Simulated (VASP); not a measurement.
Input of a VASP 6.6.1 run:

Contents of INCAR:

```
  PREC = Accurate
  ENCUT = 300
  EDIFF = 1E-7
  ISMEAR = 0
  SIGMA = 0.03
  LREAL = F
  LASPH = T
  NELM = 80
  ALGO = Normal
  ISIF = 2
  LWAVE = F
  LCHARG = F
  GGA = PE
  IBRION = 2
  NSW = 40
  EDIFFG = -0.01
```

Contents of KPOINTS:

```
Automatic mesh
0
Gamma
  4 4 4
```

Contents of POSCAR:

```
PbSe                                    
1.0
    0.0000000000      3.1232611261      3.1232611261
    3.1232611261      0.0000000000      3.1232611261
    3.1232611261      3.1232611261      0.0000000000
  Pb              Se            
     1     1
Direct
     0.0000000000000000    0.0000000000000000    0.0000000000000000
     0.5000000000000000    0.5000000000000000    0.5000000000000000
```

Potentials or basis: VASP PAW PBE potentials, release 64 (Pb, Se).

Command:

```sh
$ cat potpaw_PBE.64/Pb/POTCAR potpaw_PBE.64/Se/POTCAR > POTCAR
$ mpirun -np 1 vasp_std > vasp.out
```

(1) Estimate the band gap on the k mesh.

## Answers

(1) 0.48 eV, direct.

Caveat: the k mesh is coarse (spacing up to 0.44 Å⁻¹), so the values aren't converged; the relaxation stopped at its first step, so nothing moved; spin-orbit coupling is left out, which as a rule narrows the gap of such compounds by several tenths of an eV.
